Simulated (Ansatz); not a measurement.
# Li_C in LiLaC2O6 (C2/c): charge-transition levels and formation energies, part 2 of 2

Wanted: the transition levels of a antisite in LiLaC2O6 (C2/c), from a cell of 80 host atoms with 1 C taken out and 1 Li put in.

Ansatz; place-levels on PBEsol runs: charge-transition levels and formation energies with image-charge correction and potential alignment at the atomic sites.

So far: The structure; What was run first; Levels against the band edges, PBEsol.

## Step 3: Levels against the band edges, PBEsol (continued)

Levels between the charges placed, in eV above the valence top:

```
        gap (eV)  (0/−1)  (−1/−2)  (−2/−3)
PBEsol      4.46    1.39     2.43     1.86
```

Corrections by state:

```
charge  moment (μB)  image terms and alignment (eV)  band filling (eV)                                 ε used  over the lowest of its charge, as the program ranks them, band filling apart (eV)
     0          1.0                           0.000                  -                                      -                                                                              0.000
    −1          0.0                           0.145                  -  principal values (8.50, 10.45, 10.91)                                                                              0.000
    −2          1.0                           0.702                  -  principal values (8.50, 10.45, 10.91)                                                                              0.000
    −3          0.0                           1.619                  -  principal values (8.50, 10.45, 10.91)                                                                              0.000
    −1          2.0                           0.185                  -  principal values (8.50, 10.45, 10.91)                                                                              1.319
```

The charged structures listed were also run neutral, and place-levels reads from each pair, by the potential or the spins, how wide the charge is by which they differ; that can be the carrier of either run.

```
charge  rms radius (Å)  spread where it is widest against the cell (Å)  wide from (Å)  reading
    −1             3.3                                            1.68           1.18     wide
    −2             4.7                                            2.42           1.18     wide
    −3             4.7                                            3.54           1.78     wide
```

The neutral runs of these pairs need not share the spin of the lowest neutral state, and very wide values only mean spread over the cell.

From the program's caveats on the states, each cut to its opening words:

- charge 0 (1 μB): its displacements don't fall off away from the defect: farther atoms stand 0.088 Å off the host's places
- charge −1: it parts from the run at its places by a charge that spreads by about 1.7 Å along one vector (1.2 Å or more is wide), by its potential at epsilon [[3.25, 0, [...]
- charge −1: its displacements don't fall off away from the defect: farther atoms stand 0.06 Å off the host's places
- charge −2 (1 μB): it parts from the run at its places by a charge that spreads by about 2.4 Å along one vector (1.2 Å or more is wide), by its potential at epsilon [[3.25, 0, [...]
- charge −2 (1 μB): the far atoms show a dipole or second moment of the defect's charge, for which the correction takes or leaves out 0.073 eV: further moments aren't read, and [...]
- charge −2 (1 μB): its displacements don't fall off away from the defect: farther atoms stand 0.055 Å off the host's places
- charge −3: it parts from the run at its places by a charge that spreads by about 3.5 Å along one vector (1.8 Å or more is wide), by its potential at epsilon [[3.25, 0, [...]
- charge −3: its alignment with the host at atomic sites is doubtful: the mean over the far sites moves by +0.0572 eV from their farther parts to their nearer, more than [...]
- charge −3: the far atoms show a dipole or second moment of the defect's charge, for which the correction takes or leaves out 0.198 eV: further moments aren't read, and [...]
- charge −3: its displacements don't fall off away from the defect: farther atoms stand 0.082 Å off the host's places
- charge −1 (2 μB): it parts from the run at its places by a charge that spreads by about 2.6 Å along one vector (1.2 Å or more is wide), by its potential at epsilon [[3.25, 0, [...]
- charge −1 (2 μB): its displacements don't fall off away from the defect: farther atoms stand 0.052 Å off the host's places

Chemical potentials of the elements' reference phases, run alike. Formation energy by charge state (elemental references; gap 4.46 eV):

```
charge  at valence top (eV)  at conduction bottom (eV)  correction included (eV)
     0                 3.99                       3.99                      0.00
    −1                 5.38                       0.92                      0.14
    −2                 7.81                      -1.11                      0.70
    −3                 9.67                      -3.72                      1.62
```

| Fermi level (eV) | lowest formation energy (eV) |
| --- | --- |
| 0.00 | 3.99 |
| 0.41 | 3.99 |
| 0.81 | 3.99 |
| 1.22 | 3.99 |
| 1.62 | 3.76 |
| 2.03 | 3.35 |
| 2.44 | 2.36 |
| 2.84 | 1.15 |
| 3.25 | -0.07 |
| 3.65 | -1.28 |
| 4.06 | -2.50 |
| 4.46 | -3.72 |

## Step 4: What a wrong or other choice does

In this try the input is made faulty on purpose, to show what that does.

A choice is tested by changing it alone.

Input file levels.try0.yaml:

```yaml
host:
  run: host.point.run
  levels_from: { run: edges.point.run }
states: [qm3.point.run, qm2_M1.point.run, qm1.point.run, q0_M1.point.run, qm1_M2.point.run]
geometry_from:
  qm3.point.run: qm3.relax.run
  qm2_M1.point.run: qm2_M1.relax.run
  qm1.point.run: qm1.relax_smeared.run
  q0_M1.point.run: q0_M1.relax.run
  qm1_M2.point.run: qm1_M2.relax.run
  host.point.run: host.relax.run
chemical_potentials:
  C:
    energy: -246.667945
    dataset: <sha256 of the dataset>
  Li:
    energy: -202.99658
    dataset: "<sha256 of the dataset>"
epsilon: 1.0001
static_epsilon: 1.0001
vertical:
  - { from: qm3.point.run, to: qm3.point_neutral.run }
  - { from: qm2_M1.point.run, to: qm2_M1.point_neutral.run }
  - { from: qm1.point.run, to: qm1.point_neutral.run }
  - { from: qm1_M2.point.run, to: qm1_M2.point_neutral.run }
```

Command:

```bash
> ansatz place-levels levels.try0.yaml -- --threads 4 --pin off --max-ram 7536MiB
```

Log:

```text
(0/-1) 2.616 eV above the valence edge, 1.845 eV under the conduction edge
(-1/-2) 5.982 eV above the valence edge (+6.083 eV without the band-filling correction), in the conduction band; not on the lower envelope
[...]
formation energy of charge 0: +3.990 eV with the Fermi level at the valence edge
formation energy of charge -1: +6.607 eV with the Fermi level at the valence edge
formation energy of charge -2: +12.588 eV with the Fermi level at the valence edge
formation energy of charge -3: +17.050 eV with the Fermi level at the valence edge
vertical -3 to 0: no energy, since no alignment is typed
vertical -2 to 0: no energy, since no alignment is typed
vertical -1 to 0: no energy, since no alignment is typed
vertical -1 to 0: no energy, since no alignment is typed
[...]
[... the lines on each state left out ...]
```

Elapsed: 0.74 s, on 4 threads of Arm Neoverse V1, shared host.

The change: no screening of the image charge.

Levels in eV above the valence top; the changed ones are not the defect's:

```
           gap (eV)  (0/−1)  (−1/−2)  (−2/−3)
  changed      4.46    2.62     5.98     4.46
as set up      4.46    1.39     2.43     1.86
```

The largest shift is 3.55 eV, band-filling terms included.

## Step 5: What came out

```yaml
gap_of_the_host: 4.46 eV (PBEsol)
level_0_minus_1: 1.39 eV above the valence top
level_minus_1_minus_2: 2.43 eV above the valence top, not a change between lowest states
level_minus_2_minus_3: 1.86 eV above the valence top, not a change between lowest states
level_minus_1_minus_3: 2.15 eV above the valence top
lowest_of_the_charges_placed_just_above_the_valence_top_0p02_ev: 0
lowest_of_the_charges_placed_just_below_the_conduction_bottom_0p02_ev: −3
lowest_formation_energy_at_mid_gap_of_the_charges_run_elemental_references: 2.98 eV
```

Of the charges placed (−3, −2, −1 and 0), the lowest changes at 1.39 eV (0/−1) and 2.15 eV (−1/−3) above the valence top, in a gap of 4.46 eV. (−1/−3) passes over charge −2, which lies 0.29 eV above the two there; a lower structure or spin state of it, if missed, would change that. Charges above 0 and below −3 were not placed, so these runs say nothing of levels that involve them. States placed: 0 at 1 μB; −1 at 0 μB and 2 μB; −2 at 1 μB; −3 at 0 μB. Other spin states or structures, where not listed, weren't placed. Corrections reach 1.6 eV, so the cell is small for these charges and their levels are rough. At charge −1 and 0 the atom put in ends up to 1.1 Å from its starting place, so the name tells the start alone and the levels can join different sites. The program doubts the alignment of potentials for at least one state, a sign that the cell is small. Keep in mind: the images are only 8.4 Å apart; PBEsol makes the gap too small and tends to spread out bound carriers; where a gas molecule sets a chemical potential or the host's formation energy, its binding is uncorrected; spin–orbit coupling, which can matter with heavy atoms, is left out.

[Logs are printed without paths, hosts, clocks, repeated set-up lines and the standing remarks that a program may print on its own settings, such as how far it seeks lower states.]

[Hosts, paths, dates, database ids (printed as entryN), source tags and the programs' standing remarks are cut or masked in the printed files.]

[Where a table of states has a column of steps, it counts the stored structures, which are thinned; the runs took as many ionic steps or more.]

[A defect's name tells the site on which it was built; relaxed atoms can leave that site.]

[For some hosts the program warned that the k-mesh of the response run may be too coarse for force constants and the static dielectric constant; such warnings are not shown here.]
